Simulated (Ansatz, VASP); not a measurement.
Two plane-wave programs on GaP

```xyz
2
Lattice="0.0000 2.7252 2.7252 2.7252 0.0000 2.7252 2.7252 2.7252 0.0000" Properties=species:S:1:pos:R:3 pbc="T T T"
Ga    0.0000    0.0000    0.0000
P     1.3626    1.3626    1.3626
```

Alike in both runs: task single point; functional LDA; k mesh 6 × 6 × 6; occupations gaussian, width 0.1 eV; no spin polarisation.

|  | VASP | Ansatz |
| --- | --- | --- |
| version | VASP 6.6.1 | Ansatz 0.2.0 |
| potentials or method | VASP PAW LDA potentials, release 64 (Ga_d, P) | scalar-relativistic, plane waves, PAW |
| plane-wave cutoff (eV) | 520 | 420 |
| valence electrons in the cell | 18 | 18 |

VASP gave:

| Item | Value |
| --- | --- |
| gap on the k mesh at the Fermi level (eV) | 1.49 |
| least direct gap on the mesh (eV) | 1.63 |
| pressure (GPa) | -2.7 |

Question: Which values does Ansatz return?

Answer: gap on the k mesh at the Fermi level (eV): 1.49; least direct gap on the mesh (eV): 1.61; pressure (GPa): -2.7.

A k mesh can miss the band edges.
